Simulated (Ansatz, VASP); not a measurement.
# Two plane-wave programs on SnSe

```xyz
8
Lattice="11.5999 0.0000 0.0000 0.0000 4.1906 0.0000 0.0000 0.0000 4.4472" Properties=species:S:1:pos:R:3 pbc="T T T"
Sn    1.3830    1.0476    0.4592
Sn    4.4170    3.1429    2.6828
Sn    7.1829    1.0476    1.7644
Sn   10.2170    3.1429    3.9880
Se    4.1349    1.0476    0.1060
Se    1.6650    3.1429    2.3296
Se    9.9349    1.0476    2.1176
Se    7.4650    3.1429    4.3412
```

Alike in both runs: functional PBE; dispersion D3(BJ); k mesh 4 × 8 × 8; occupations gaussian, width 0.02 eV; no spin polarisation.

Ansatz relaxed the structure, and its values are those at the end. VASP's run is a single point on that final structure, the one shown.

```csv
,VASP,Ansatz
version,VASP 6.6.1,Ansatz 0.2.0
potentials or method,"VASP PAW PBE potentials, release 64 (Sn_d, Se)","scalar-relativistic, plane waves, PAW"
plane-wave cutoff (eV),520,420
valence electrons in the cell,80,120
```

```csv
,VASP,Ansatz,Ansatz less VASP
gap on the k mesh at the Fermi level (eV),0.65,0.65,+0.005
least direct gap on the mesh (eV),0.86,0.87,+0.010
pressure (GPa),-0.9,-0.9,-0.02
rms of the force components (eV/Å),0.006,0.004,-0.0022
```

The two sets of potentials don't hold the same shells in valence.

Caveats: spin-orbit coupling is left out, which moves the levels of the heavy elements. A k mesh can miss the band edges.
